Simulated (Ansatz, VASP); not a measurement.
# Two plane-wave programs on BN

```xyz
2
Lattice="1.2511 0.7223 3.3729 -1.2511 0.7223 3.3729 0.0000 -1.4447 3.3729" Properties=species:S:1:pos:R:3 pbc="T T T"
N     0.0000    0.0000    6.7517
B     0.0000    0.0000    0.0033
```

The cell is a database's computed one.

Alike in both runs: task single point; functional PBE; k mesh 12 × 12 × 12; occupations gaussian, width 0.017 eV; no spin polarisation.

|  | VASP | Ansatz |
| --- | --- | --- |
| version | VASP 6.6.1 | Ansatz 0.2.0 |
| potentials or method | VASP PAW PBE potentials, release 64 (N, B) | Ansatz PAW |
| plane-wave cutoff (eV) | 520 | 420 |
| valence electrons in the cell | 8 | 8 |

VASP gave:

```
gap on the k mesh at the Fermi level (eV)       : 4.28
least direct gap on the mesh (eV)               : 4.70
pressure (GPa)                                  : 3.6
largest component of the traceless stress (GPa) : 1.40
```

Question: Which values does Ansatz return?

Answer: gap on the k mesh at the Fermi level (eV): 4.29; least direct gap on the mesh (eV): 4.70; pressure (GPa): 3.6; largest component of the traceless stress (GPa): 1.20.

Caveats: the pressure holds a Pulay correction of +0.6 GPa for the finite cutoff (Ansatz). A k mesh can miss the band edges. PBE gaps usually lie below the measured ones, often by a third to a half.
